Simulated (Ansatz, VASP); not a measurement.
## One calculation of Rb, two programs

```
Rb
1.0
    -2.95451    2.95451    2.73085
     2.95451   -2.95451    2.73085
     2.95451    2.95451   -2.73085
Rb
1
Cartesian
  0.0000 0.0000 0.0000
```

This isn't the form of Rb at room conditions, which is bcc.

Alike in both runs: functional PBEsol; k mesh 7 × 7 × 7; occupations tetrahedron; no spin polarisation.

|  | VASP | Ansatz |
| --- | --- | --- |
| version | VASP 6.6.1 | Ansatz 0.2.0 |
| potentials or method | VASP PAW PBE potentials, release 64 (Rb_sv), cutoff 520 eV | all-electron LAPW, scalar-relativistic |
| task | single point | density of states |

```csv
,VASP,Ansatz,Ansatz less VASP
gap on the k mesh at the Fermi level (eV),none,none,-
pressure (GPa),-0.2,-0.2,0.00
```

A gap of «none» marks a metal or a gap that the smearing closes. Ansatz ran all-electron here, so the differences hold the error of VASP's frozen core and of both bases.

Caveats: the PAW data sets were made with another functional, which shifts forces and pressure a little (VASP); tetrahedron occupations give inexact forces and stress in metals (VASP); the program warned that the printed levels may be off, so bands, gaps and densities of states are rough (Ansatz); the density of states is complete only up to the lowest level of the last band computed (Ansatz); with tetrahedron occupations forces and stress needn't match the slope of the energy (Ansatz).
